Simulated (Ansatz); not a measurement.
BeO:
```yaml
crystal:
  lattice:
    - [2.66138, 0.00000, 0.00000]
    - [-1.33069, 2.30482, 0.00000]
    - [0.00000, 0.00000, 8.67049]
  atoms:
    - { symbol: Be, position: [0.00000, 0.00000, 0.00076] }
    - { symbol: Be, position: [0.00000, 0.00000, 0.50076] }
    - { symbol: Be, position: [0.66667, 0.33333, 0.75017] }
    - { symbol: Be, position: [0.33333, 0.66667, 0.25017] }
    - { symbol: O, position: [0.00000, 0.00000, 0.81243] }
    - { symbol: O, position: [0.00000, 0.00000, 0.31243] }
    - { symbol: O, position: [0.66667, 0.33333, 0.56227] }
    - { symbol: O, position: [0.33333, 0.66667, 0.06227] }
```

Relaxed with LDA.

Problem. Decompose the optical modes at the zone centre into irreducible representations, and say which are infrared and Raman allowed.

Solution. Point group 6mm: Γ_opt = 3A1 + 4B1 + 3E1 + 4E2. Infrared: A1, E1. Raman: A1, E1, E2.

Problem. Assign frequencies (DFPT, LDA (plane waves, PAW; program Ansatz); without the LO–TO term).

Solution. E2 232, E2 235, E1 329, B1 461, B1 467, A1 722, E1 724, E2 734, A1 735, E2 744, E1 753, A1 911, B1 1028, B1 1038 cm⁻¹.

Subscripts of B labels follow the axes of the standard setting.

Space group P6_3mc. The cell is a constructed one: a structure type filled with these elements. Its sites differ from those of the usual phase in this space group: another stacking or structure type. The cell was relaxed with LDA under the symmetry of its start; phonons on a q-mesh show no instability.

Potentials: the later of the program's two PAW sets.
